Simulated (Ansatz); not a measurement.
KBr:

```
CELL_PARAMETERS angstrom
4.04350 0.00000 0.00000
0.00000 4.04350 0.00000
0.00000 0.00000 4.04350
ATOMIC_POSITIONS crystal
Br 0.50000 0.50000 0.50000
K 0.00000 0.00000 0.00000
```

Measurements of this composition are mostly on another form, of space group No. 225.

* Program: Ansatz 0.2.0
* Task: single point
* Functional: PBE
* Potentials or basis: Ansatz PAW
* Cutoff: 420 eV (not typed: the program's choice for these potentials)
* k mesh: 7 × 7 × 7
* Occupations: fermi-dirac, width 0.05 eV
* Spin: no spin polarisation

On this cell: pressure -0.1 GPa; largest force zero by symmetry; band gap on the k mesh 3.89 eV, indirect (least direct gap 4.12 eV).

The same run follows on a disturbed copy (atoms moved at random, drawn with an rms of 0.05 Å):

```
CELL_PARAMETERS angstrom
4.04350 0.00000 0.00000
0.00000 4.04350 0.00000
0.00000 0.00000 4.04350
ATOMIC_POSITIONS crystal
Br 0.50038 0.49474 0.50228
K 0.99884 0.99978 0.97651
```

Question: What changes?

Answer: The energy moves by +1.5 meV/atom; pressure 0.0 GPa; largest force 0.058 eV/Å; band gap on the k mesh 3.89 eV, indirect (least direct gap 4.13 eV).

Forces in eV/Å, atoms in the order of the input:
```
Br  -0.004  0.012 -0.057
K    0.004 -0.012  0.057
```

Caveats: odd divisions of the mesh miss points on the zone boundary, where band edges often lie, so the gap on the mesh can be too wide.

A k mesh can miss the band edges.
